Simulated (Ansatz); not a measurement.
# WS2: rattled cells

The task, for WS2: compute energies and forces of randomly disturbed cells.

The COD entry's cell or inner coordinates are ideal or old and differ from later refinements, so a difference from it is no clean test against experiment.

Method: DFT PBEsol, scalar-relativistic, plane waves, PAW, in Ansatz 0.2.0.

## Step 1: The starting structure

Symmetry: P6_3/mmc, No. 194, hexagonal system. Conventional cell: a = 3.180 Å, b = 3.180 Å, c = 12.500 Å, α = 90.00°, β = 90.00°, γ = 120.00°. W (site symmetry -6m2) is surrounded by 6 S at 2.45 Å. S (site symmetry 3m) has 3 W at 2.45 Å in its first shell of neighbours.

As a file:

```
W S
1.0
     3.18000    0.00000    0.00000
    -1.59000    2.75396    0.00000
     0.00000    0.00000   12.50000
W S
2 4
Direct
  0.33333 0.66667 0.25000
  0.66667 0.33333 0.75000
  0.33333 0.66667 0.62000
  0.66667 0.33333 0.12000
  0.33333 0.66667 0.88000
  0.66667 0.33333 0.38000
```

No relaxation comes first: the listed cell is the starting point.

## Step 2: Zero of energy

The reference gives a free energy of -24057.9483 eV, pressure -8.65 GPa, largest force 1.302 eV/Å and gap on the mesh 0.95 eV. It was computed beforehand with the settings of the runs below.

## Step 3: Setting up rattled cells

All atoms are moved at random with no net shift, in some cells together with a random strain.

## Step 4: rms move = 0.161 Å

input.yaml reads:

```yaml
crystal:
  lattice:
    - [3.29114911, -0.0002181458, -0.0917872788]
    - [-1.6457634748, 2.7855091217, -0.0077252718]
    - [-0.3607990904, -0.243371825, 12.6557621287]
  atoms:
    - { symbol: W, position: [0.3510144747, 0.646565223, 0.2398750822] }
    - { symbol: W, position: [0.6683747203, 0.3457982847, 0.7630891575] }
    - { symbol: S, position: [0.4006092407, 0.693258889, 0.6156424039] }
    - { symbol: S, position: [0.6015600611, 0.2709067643, 0.1202068611] }
    - { symbol: S, position: [0.3062501853, 0.6760278152, 0.8796884384] }
    - { symbol: S, position: [0.6721913179, 0.3674430238, 0.3814980569] }
basis:
  ecutwfc: 420
kpoints:
  mp_grid: { grid: [12, 12, 4] }
hamiltonian:
  xc: pbesol
scf:
  occupations: { method: gaussian, width: 0.05 }
output:
  forces: true
  stress: true
  eigenvalues: true
```

Run with:

```
$ ansatz run input.yaml --threads 2 --pin off --max-ram 5120MiB --backend cpu --events-out ev --progress --plain --runs-dir out
```

What it wrote, cut to the lines that bear on the results:

```text
Warning: RAYON_NUM_THREADS=2 ignored (pool sized by the plan → 2); use --threads N
[...]
Pseudopotentials: kind: paw
Pseudopotential: W, paw, valence charge 14, recommended cutoff 420 eV (normal), W.paw.azcp
Pseudopotential: S, paw, valence charge 6, recommended cutoff 420 eV (normal), S.paw.azcp
Functional definition: PBEsol
[...]
Crystal: 6 atoms, lattice volume = 115.882 Å³
Basis set: ecut = 420 eV, 2305 PW (Γ), exchange–correlation on 48×48×180 points (8 copies of the dense FFT grid, shifted against one another)
Bands: 32, of which v1, the nominal top of the filled ones, is band 26 counted from 1 (25 counted from 0)
Symmetry: 1 space group operations
Space group: P1 (ITA 1), of the structure as read, at distance tolerance 4.9e-5 Å
k-points: 292 of 576 (time reversal used)
[...]
SCF iter   1: F=—  HF=-24056.094517 eV  |F-HF|=—  |Δ(HF+E_count)|=         —  Δρ=8.32e-3  dr2=2.56e-1  ethr=1.77e-3  ⟨swp⟩=6.0  Hψ=42438  notcnv=0
[...]
SCF iter   9: F=-24056.075026 eV  HF=-24056.075026 eV  |F-HF|=5.16e-9  |Δ(HF+E_count)|=   3.06e-8  Δρ=2.79e-6  dr2=2.09e-8  ethr=1.92e-10  ⟨swp⟩=7.4  Hψ=36633  notcnv=0
[...]
SCF converged after 9 iterations
Free energy (F): -24056.075026 eV
[...]
E sigma→0 (E₀):  -24056.075026 eV
Fermi energy:    10.577196 eV
[...]
--- Forces (eV/Å), atoms counted from 1 ---
  atom   1  W     -2.19866998    -0.21755908     3.04063339
  atom   2  W     -1.00085052    -0.61211128    -4.09482568
  atom   3  S     -0.90469415    -0.19372253     3.35839460
  atom   4  S      1.03400964     0.75385680    -0.04284582
  atom   5  S      1.92167521     0.77851657     0.66247082
  atom   6  S      1.14853896    -0.50897986    -2.92377706
[...]
--- Stress (GPa, compression-positive) ---
      -12.224965       1.783771       7.456259
        1.783771      -9.925126      -0.172199
        7.456259      -0.172199     -14.273840
  P = ⅓ Tr σ = -12.1413 GPa (-121.413 kbar)
--- Band table (eV; the first three rows and the last of 292) ---
[...]
```

Run time: 43 s. Hardware: 2 threads of Arm Neoverse V2, shared host; peak memory 0.94 GiB.

## Step 5: At rms move = 0.327 Å

input.yaml reads:

```yaml
crystal:
  lattice:
    - [3.1744177677, -0.0274951233, -0.1445930972]
    - [-1.6110203591, 3.1296510364, 0.0157636637]
    - [-0.5683691534, -0.2565981114, 12.6951412379]
  atoms:
    - { symbol: W, position: [0.3726426068, 0.7091300559, 0.2461491974] }
    - { symbol: W, position: [0.5982759928, 0.3509123144, 0.7380307877] }
    - { symbol: S, position: [0.3241937222, 0.7430418747, 0.6009789017] }
    - { symbol: S, position: [0.6718586769, 0.3120461061, 0.1027898631] }
    - { symbol: S, position: [0.3439398165, 0.597322982, 0.9192424222] }
    - { symbol: S, position: [0.6890891848, 0.287546667, 0.3928088278] }
basis:
  ecutwfc: 420
kpoints:
  mp_grid: { grid: [12, 12, 4] }
hamiltonian:
  xc: pbesol
scf:
  occupations: { method: gaussian, width: 0.05 }
output:
  forces: true
  stress: true
  eigenvalues: true
```

Run with:

```
$ ansatz run input.yaml --threads 2 --pin off --max-ram 5120MiB --backend cpu --events-out ev --progress --plain --runs-dir out
```

What it wrote, cut to the lines that bear on the results:

```text
[...]
SCF converged after 8 iterations
Free energy (F): -24051.133730 eV
[...]
E sigma→0 (E₀):  -24051.132969 eV
Entropy (-TS):   -0.001522 eV (-0.254 meV/atom)
Fermi energy:    9.142530 eV
[...]
--- Forces (eV/Å), atoms counted from 1 ---
  atom   1  W      0.35512681    -1.53130832     0.18824113
  atom   2  W      0.91665517     0.95634003     0.91787629
  atom   3  S     -0.56547341    -0.68034126     3.51661168
  atom   4  S     -0.31898936     0.49535749     3.67104314
  atom   5  S     -0.32522358    -0.18234400    -4.34701852
  atom   6  S     -0.06209714     0.94230007    -3.94681263
[...]
--- Stress (GPa, compression-positive) ---
      -15.441132       1.440418       2.511049
        1.440418     -28.840073       2.982500
        2.511048       2.982500     -36.899640
  P = ⅓ Tr σ = -27.0603 GPa (-270.603 kbar)
--- Band table (eV; the first three rows and the last of 292) ---
[...]
```

It took 43 s on 2 threads of Arm Neoverse V2, shared host; peak memory 0.99 GiB.

## Step 6: At rms move = 0.174 Å

input.yaml reads:

```yaml
crystal:
  lattice:
    - [3.1799996605, 0.0, 0.0]
    - [-1.5899998303, 2.75396049, 0.0]
    - [0.0, 0.0, 12.5]
  atoms:
    - { symbol: W, position: [0.2957971253, 0.6618674221, 0.2558530329] }
    - { symbol: W, position: [0.6968541096, 0.4102717716, 0.7361535109] }
    - { symbol: S, position: [0.3856754883, 0.6651580109, 0.6309670777] }
    - { symbol: S, position: [0.6482525192, 0.290971266, 0.1172936044] }
    - { symbol: S, position: [0.3487047825, 0.6796746301, 0.875598161] }
    - { symbol: S, position: [0.6247159752, 0.2920568993, 0.3841346131] }
basis:
  ecutwfc: 420
kpoints:
  mp_grid: { grid: [12, 12, 4] }
hamiltonian:
  xc: pbesol
scf:
  occupations: { method: gaussian, width: 0.05 }
output:
  forces: true
  stress: true
  eigenvalues: true
```

Run with:

```
$ ansatz run input.yaml --threads 2 --pin off --max-ram 5120MiB --backend cpu --events-out ev --progress --plain --runs-dir out
```

What it wrote, cut to the lines that bear on the results:

```text
Warning: RAYON_NUM_THREADS=2 ignored (pool sized by the plan → 2); use --threads N
[...]
[... 4 set-up lines as earlier in the session ...]
[...]
Crystal: 6 atoms, lattice volume = 109.470 Å³
Basis set: ecut = 420 eV, 2129 PW (Γ), exchange–correlation on 48×48×180 points (8 copies of the dense FFT grid, shifted against one another)
Bands: 32, of which v1, the nominal top of the filled ones, is band 26 counted from 1 (25 counted from 0)
[... 1 set-up line as earlier in the session ...]
Space group: P1 (ITA 1), of the structure as read, at distance tolerance 4.8e-5 Å
k-points: 292 of 576 (time reversal used)
[...]
SCF iter   1: F=—  HF=-24056.020448 eV  |F-HF|=—  |Δ(HF+E_count)|=         —  Δρ=9.43e-3  dr2=3.86e-1  ethr=1.77e-3  ⟨swp⟩=6.2  Hψ=43637  notcnv=0
[...]
SCF iter   9: F=-24055.985834 eV  HF=-24055.985834 eV  |F-HF|=7.11e-9  |Δ(HF+E_count)|=   9.88e-8  Δρ=2.96e-6  dr2=1.59e-8  ethr=1.92e-10  ⟨swp⟩=6.4  Hψ=33752  notcnv=0
[...]
SCF converged after 9 iterations
Free energy (F): -24055.985834 eV
[...]
E sigma→0 (E₀):  -24055.985819 eV
Entropy (-TS):   -0.000029 eV (-0.005 meV/atom)
Fermi energy:    11.639678 eV
[...]
--- Forces (eV/Å), atoms counted from 1 ---
  atom   1  W      1.21958072    -1.62107847    -1.53030568
  atom   2  W      4.80201576    -4.88043855     8.60847238
  atom   3  S     -4.67701046     3.77646377    -6.71049532
  atom   4  S     -0.77085679     0.69028663     2.46335701
  atom   5  S     -0.14085650     1.06823228    -1.87448788
  atom   6  S     -0.43287424     0.96654007    -0.95648016
[...]
--- Stress (GPa, compression-positive) ---
        3.922170      -3.356756       9.509502
       -3.356756      -3.305877      -3.899873
        9.509502      -3.899874       0.037095
  P = ⅓ Tr σ = 0.2178 GPa (2.178 kbar)
--- Band table (eV; the first three rows and the last of 292) ---
[...]
```

It took 42 s on 2 threads of Arm Neoverse V2, shared host; peak memory 0.91 GiB.

## Step 7: rms move = 0.040 Å

input.yaml reads:

```yaml
crystal:
  lattice:
    - [3.1761937006, 0.0699769457, -0.1464899493]
    - [-1.5274950377, 2.8899887143, -0.0439455267]
    - [-0.5758253339, -0.5319180405, 12.5109684398]
  atoms:
    - { symbol: W, position: [0.3396555159, 0.6686932447, 0.2498710844] }
    - { symbol: W, position: [0.6541540321, 0.3301537182, 0.7466449325] }
    - { symbol: S, position: [0.3228640972, 0.6566756276, 0.6209587599] }
    - { symbol: S, position: [0.676613847, 0.3345513099, 0.1198908564] }
    - { symbol: S, position: [0.3289544068, 0.6763716184, 0.879725546] }
    - { symbol: S, position: [0.677758101, 0.3335544813, 0.3829088209] }
basis:
  ecutwfc: 420
kpoints:
  mp_grid: { grid: [12, 12, 4] }
hamiltonian:
  xc: pbesol
scf:
  occupations: { method: gaussian, width: 0.05 }
output:
  forces: true
  stress: true
  eigenvalues: true
  write_density: true
  write_potential: true
  elf: true
  volumetric_format: npy
```

Run with:

```
$ ansatz run input.yaml --threads 2 --pin off --max-ram 5120MiB --backend cpu --events-out ev --progress --plain --runs-dir out
```

What it wrote:

```text
Warning: RAYON_NUM_THREADS=2 ignored (pool sized by the plan → 2); use --threads N
Engine: ansatz 0.2.0, aarch64-unknown-linux-gnu
[... 4 set-up lines as earlier in the session ...]
  exchange = pbesol_x
  correlation = pbesol_c
Crystal: 6 atoms, lattice volume = 115.742 Å³
Basis set: ecut = 420 eV, 2275 PW (Γ), exchange–correlation on 48×48×180 points (8 copies of the dense FFT grid, shifted against one another)
Bands: 32, of which v1, the nominal top of the filled ones, is band 26 counted from 1 (25 counted from 0)
[... 2 set-up lines as earlier in the session ...]
k-points: 292 of 576 (time reversal used)
Non-local potential: W, projectors of the file, l = 0: 3, l = 1: 2, l = 2: 2, l = 3: 1
Non-local potential: S, projectors of the file, l = 0: 2, l = 1: 2, l = 2: 2
PAW form: soft (Blöchl's): semilocal exchange-correlation on the pseudo side does not see the compensation charge
PAW frozen core: W, regenerated for the run's functional, and the local potential with it (the file was generated under x = pbe(κ = 0.804, μ = 0.2195149727645171), c = pbe(β = 0.06672455060314922))
PAW frozen core: S, regenerated for the run's functional, and the local potential with it (the file was generated under x = pbe(κ = 0.804, μ = 0.2195149727645171), c = pbe(β = 0.06672455060314922))
PAW one-centre angular grid: W, 590 points (default); XC on 64 Gauss nodes
PAW one-centre angular grid: S, 110 points (default); XC on 64 Gauss nodes
Initial density: superposition of atomic densities (neutral atoms: chi_scale 0, normalization atom), corrected by the library's trained network
Initial wavefunctions: pseudopotential atomic-orbital guess
Functional: x = pbesol(κ = 0.804, μ = 0.12345679012345678), c = pbesol(β = 0.046)
SCF iter   1: F=—  HF=-24056.741755 eV  |F-HF|=—  |Δ(HF+E_count)|=         —  Δρ=7.82e-3  dr2=1.20e-1  ethr=1.77e-3  ⟨swp⟩=6.0  Hψ=42351  notcnv=0
preconditioner: auto → Resta (q_TF=auto, 2.388 Å⁻¹)  ε∞=8.3  [insulator: Δε(μ)=0.810 eV  Ē_g=7.678 eV  σ=0.050 eV  W_gap=1.00  n_scr=30 (ndim 8)  ℏωp=20.7 eV  f_vac=0.018  D(μ)=0.00/eV (n_scr^D=0)  ε∞_Penn≈8.3]
SCF iter   2: F=—  HF=-24056.729533 eV  |F-HF|=—  |Δ(HF+E_count)|=   1.22e-2  Δρ=3.20e-3  dr2=8.74e-3  ethr=2.31e-4  ⟨swp⟩=2.4  Hψ=14542  notcnv=0  defer=456
SCF iter   3: F=—  HF=-24056.730042 eV  |F-HF|=—  |Δ(HF+E_count)|=   5.09e-4  Δρ=1.82e-3  dr2=2.16e-3  ethr=1.68e-5  ⟨swp⟩=2.2  Hψ=11893  notcnv=0  defer=456
SCF iter   4: F=—  HF=-24056.730715 eV  |F-HF|=—  |Δ(HF+E_count)|=   6.73e-4  Δρ=5.10e-4  dr2=2.21e-4  ethr=4.16e-6  ⟨swp⟩=2.5  Hψ=14514  notcnv=0  defer=456
SCF iter   5: F=—  HF=-24056.730796 eV  |F-HF|=—  |Δ(HF+E_count)|=   8.08e-5  Δρ=1.38e-4  dr2=5.72e-5  ethr=4.25e-7  ⟨swp⟩=2.0  Hψ=12931  notcnv=0  defer=456
SCF iter   6: F=—  HF=-24056.730785 eV  |F-HF|=—  |Δ(HF+E_count)|=   1.10e-5  Δρ=3.23e-5  dr2=2.53e-6  ethr=1.10e-7  ⟨swp⟩=2.1  Hψ=12007  notcnv=0  defer=456
SCF iter   7: F=—  HF=-24056.730787 eV  |F-HF|=—  |Δ(HF+E_count)|=   1.95e-6  Δρ=1.05e-5  dr2=3.15e-7  ethr=4.86e-9  ⟨swp⟩=2.0  Hψ=14121  notcnv=0  defer=456
SCF iter   8: F=-24056.730787 eV  HF=-24056.730787 eV  |F-HF|=3.58e-8  |Δ(HF+E_count)|=   1.41e-7  Δρ=4.16e-6  dr2=5.92e-8  ethr=1.92e-10  ⟨swp⟩=14.0  Hψ=70556  notcnv=0
SCF 1 converged in 8 iterations: F = -24056.730787 eV  dr2 = 5.92e-8
SCF converged after 8 iterations
Free energy (F): -24056.730787 eV
Harris-Foulkes:  -24056.730787 eV  (|F-HF|=3.58e-8)
Internal energy: -24056.730787 eV  (E = F + TS)
E sigma→0 (E₀):  -24056.730787 eV
Fermi energy:    10.701263 eV
--- Per-component energies (eV) ---
  E_band       = -436.435480
  E_kinetic    = 1316.229383
  E_local      = -3456.765600  (includes V_loc(G=0)·N_el)
  E_nonlocal   = 120.540027
  E_hartree    = 1339.164761
  E_xc         = -910.359455
  E_vxc        = -820.836780  (∫ρ·V_xc dr)
  E_paw        = -19208.123513  (= ΣΔE_a)
  E_vpaw       = -273.930800  (= ΣTr[D̂ρ^β])
  E_aug_tail   = -0.000118  (compensation charges beyond the density's cutoff)
  E_ewald      = -3258.107654
  E_core_change = 0.691382  (= ΣΔE_core)
  E_smearing   = -0.000000  (= −TS)
  E_closure    = 0.000000  (closes the sum)
  Σ components = -24056.730787   (vs F -24056.730787, Δ=0.00e0)
--- Forces (eV/Å), atoms counted from 1 ---
  atom   1  W      0.58010991     0.17272344     0.59077873
  atom   2  W      0.26972212    -0.05210795     1.17449143
  atom   3  S     -1.18943816    -0.45990889     0.74753485
  atom   4  S     -1.25750043    -0.85084789     1.37755646
  atom   5  S      0.97062485     0.52893320    -1.87996724
  atom   6  S      0.62648855     0.66120010    -2.01034699
  max |Σ_I F_I| component: 4.72e-5 eV/Å
--- Stress (GPa, compression-positive) ---
       -8.030894      -2.399666      10.354548
       -2.399666     -17.299196       7.201805
       10.354548       7.201805     -13.128054
  P = ⅓ Tr σ = -12.8194 GPa (-128.194 kbar)
--- Band table (eV; the first three rows and the last of 292) ---
  k-point 0: bands = ["-64.3910", "-64.3863", "-28.6027", "-28.5984", "-28.5504", "-28.5423", "-28.4401", "-28.4289", "-4.6556", "-4.3591", "-3.3869", "-2.9235", "3.2048", "4.3160", "6.2754", "6.6761", "6.9890", "7.3883", "7.5688", "7.9954", "8.1649", "8.2496", "8.3617", "9.0757", "9.4717", "10.2979", "11.7094", "11.7371", "11.8456", "12.0415", "12.6002", "12.6497"]
  k-point 1: bands = ["-64.3910", "-64.3863", "-28.6027", "-28.5984", "-28.5504", "-28.5423", "-28.4401", "-28.4289", "-4.6295", "-4.4061", "-3.3085", "-2.9845", "3.3297", "4.0921", "6.4388", "6.6854", "7.0456", "7.3861", "7.5991", "7.9770", "8.1565", "8.2462", "8.3357", "8.7137", "9.7735", "10.2488", "11.7149", "11.7502", "11.8637", "12.0107", "12.6042", "12.6486"]
  k-point 2: bands = ["-64.3910", "-64.3863", "-28.6027", "-28.5984", "-28.5504", "-28.5423", "-28.4401", "-28.4289", "-4.5882", "-4.4667", "-3.1493", "-3.1279", "3.6260", "3.7124", "6.5560", "6.7061", "7.1547", "7.3811", "7.7270", "7.8504", "8.1378", "8.2162", "8.2851", "8.5155", "10.0161", "10.1371", "11.7211", "11.7606", "11.9060", "11.9578", "12.6086", "12.6470"]
  k-point 291: bands = ["-64.3775", "-64.3725", "-28.7222", "-28.7004", "-28.6264", "-28.6240", "-28.5431", "-28.5390", "-2.6254", "-2.4867", "-2.2663", "-2.2152", "3.6760", "3.7878", "4.7310", "4.8201", "5.5337", "5.6712", "6.2198", "6.3116", "7.5558", "7.7327", "8.0876", "8.1800", "9.0120", "9.1809", "12.1261", "12.2208", "12.5069", "12.6516", "13.1051", "13.3010"]
```

Wall time 62 s (2 threads of Arm Neoverse V2, shared host); peak memory 0.93 GiB.

Density in a lattice plane of the grid's cell (edges 3.18 and 12.54 Å, at 0.330 of the third edge), which holds W and S.

Ten even steps from ' ' (0.03 e/Å³) to '@' (4.66 e/Å³):
```
            
            
            
      ::**--
    ..@@@@%%
    ..==##::
            
            
            
            
        ....
      ::..::
      ::..::
        ..  
  ..        
        ....
..    ::..::
      ::..::
        ..  
            
```
Columns run along the first of these edges and rows up along the second, over one cell in 6 and 20 even steps from the bottom left corner. Atoms in the plane (fractional): W at (0.65, 0.75), S at (0.68, 0.12), S at (0.68, 0.38).

ELF in the same plane.

Values, 12 rows by 6 columns:
```
0.50 0.68 0.54 0.18 0.07 0.13
0.54 0.64 0.52 0.24 0.26 0.24
0.22 0.35 0.28 0.70 0.09 0.69
0.53 0.63 0.49 0.25 0.28 0.21
0.70 0.77 0.63 0.23 0.08 0.28
0.07 0.07 0.04 0.15 0.39 0.24
0.76 0.12 0.55 0.87 0.68 0.84
0.59 0.18 0.57 0.81 0.65 0.79
0.18 0.30 0.23 0.19 0.17 0.19
0.63 0.18 0.50 0.80 0.59 0.79
0.62 0.10 0.67 0.87 0.75 0.86
0.02 0.03 0.05 0.19 0.34 0.14
```
Columns run along the first of these edges and rows up along the second, over one cell in 6 and 12 even steps from the bottom left corner. Atoms in the plane (fractional): W at (0.65, 0.75), S at (0.68, 0.12), S at (0.68, 0.38).

Both are smooth fields of the valence electrons: close to the nuclei they are not physical.

Maxima of ELF outside the ion cores: 0.95 beside S, off the lines to its neighbours, 0.9 Å from S; 0.88 on the S–W line, 0.8 Å from S; 0.87 in the shell around S, 0.8 Å from S.

## Step 8: Point rms move = 0.239 Å

input.yaml reads:

```yaml
crystal:
  lattice:
    - [3.1747714174, 0.0381581859, -0.0427850385]
    - [-1.5543397504, 2.8137939922, 0.0330671883]
    - [-0.1681802008, 0.0529903618, 12.3119940739]
  atoms:
    - { symbol: W, position: [0.3036892596, 0.6886465562, 0.2404273716] }
    - { symbol: W, position: [0.6071138083, 0.2994092503, 0.7689350671] }
    - { symbol: S, position: [0.3437693257, 0.670800117, 0.626907924] }
    - { symbol: S, position: [0.6867919235, 0.4047526483, 0.1057528736] }
    - { symbol: S, position: [0.3620251962, 0.6402860852, 0.8623447657] }
    - { symbol: S, position: [0.6966104867, 0.2961053431, 0.395631998] }
basis:
  ecutwfc: 420
kpoints:
  mp_grid: { grid: [12, 12, 4] }
hamiltonian:
  xc: pbesol
scf:
  occupations: { method: gaussian, width: 0.05 }
output:
  forces: true
  stress: true
  eigenvalues: true
```

Run with:

```
$ ansatz run input.yaml --threads 2 --pin off --max-ram 5120MiB --backend cpu --events-out ev --progress --plain --runs-dir out
```

What it wrote, cut to the lines that bear on the results:

```text
Warning: RAYON_NUM_THREADS=2 ignored (pool sized by the plan → 2); use --threads N
[...]
[... 4 set-up lines as earlier in the session ...]
[...]
Crystal: 6 atoms, lattice volume = 110.693 Å³
Basis set: ecut = 420 eV, 2201 PW (Γ), exchange–correlation on 48×48×180 points (8 copies of the dense FFT grid, shifted against one another)
Bands: 32, of which v1, the nominal top of the filled ones, is band 26 counted from 1 (25 counted from 0)
[... 2 set-up lines as earlier in the session ...]
k-points: 292 of 576 (time reversal used)
[...]
SCF iter   1: F=—  HF=-24054.095304 eV  |F-HF|=—  |Δ(HF+E_count)|=         —  Δρ=1.05e-2  dr2=6.63e-1  ethr=1.77e-3  ⟨swp⟩=6.3  Hψ=43273  notcnv=0
[...]
SCF iter  11: F=-24054.044271 eV  HF=-24054.044271 eV  |F-HF|=1.01e-8  |Δ(HF+E_count)|=   9.35e-9  Δρ=2.25e-6  dr2=2.16e-8  ethr=1.92e-10  ⟨swp⟩=10.1  Hψ=39174  notcnv=0
[...]
SCF converged after 11 iterations
Free energy (F): -24054.044271 eV
[...]
E sigma→0 (E₀):  -24054.043502 eV
Entropy (-TS):   -0.001537 eV (-0.256 meV/atom)
Fermi energy:    11.369752 eV
[...]
--- Forces (eV/Å), atoms counted from 1 ---
  atom   1  W      1.89373586     0.11384128     2.01249394
  atom   2  W      7.14470670    -0.57805239   -10.15359819
  atom   3  S     -1.13641390    -0.64213489     1.25913280
  atom   4  S     -0.99142246    -0.74393870     1.96521725
  atom   5  S     -6.01987415     1.23225379     8.85219965
  atom   6  S     -0.89072010     0.61802727    -3.93543918
[...]
--- Stress (GPa, compression-positive) ---
        3.272676      -9.302511      -6.844040
       -9.302511      -0.435918       7.128902
       -6.844040       7.128902      -3.106346
  P = ⅓ Tr σ = -0.0899 GPa (-0.899 kbar)
--- Band table (eV; the first three rows and the last of 292) ---
[...]
```

Wall time 52 s (2 threads of Arm Neoverse V2, shared host); peak memory 0.92 GiB.

## Step 9: The scan collected

The scan, with free energies counted from the undisturbed cell:

```tsv
rms move (Å)	ΔE (meV/atom)	largest force (eV/Å)	shortest distance (Å)	pressure (GPa)	gap on the mesh (eV)
0.000	0.0	1.30	2.45	-8.6	0.95
0.040	202.9	2.21	2.34	-12.8	0.81
0.161	312.2	4.26	2.25	-12.1	0.33
0.174	327.1	11.00	2.04	0.2	0.15
0.239	650.7	12.43	2.01	-0.1	0.00
0.327	1135.8	4.36	2.53	-27.1	0.00
```

Where the gap reads zero, the mesh chosen for the insulator is on the coarse side.

## Step 10: Outcome

| quantity | value |
| --- | --- |
| costliest cell | 1135.8 meV/atom at an rms move of 0.327 Å |

What this shows: The cost runs from 202.9 to 1135.8 meV/atom. Energy over the square of the rms move lies between 10.6 and 126.8 eV/Å² per atom; a harmonic solid under isotropic random moves would keep it roughly constant, while strain and close contacts change it. The gap on the mesh, 0.95 eV at the start, reads zero at rms move = 0.239. Spin-orbit coupling is left out, which matters for the bands of W. Layers here are held mostly by dispersion, which this level lacks, so their spacing and the stiffness across them are unreliable there.
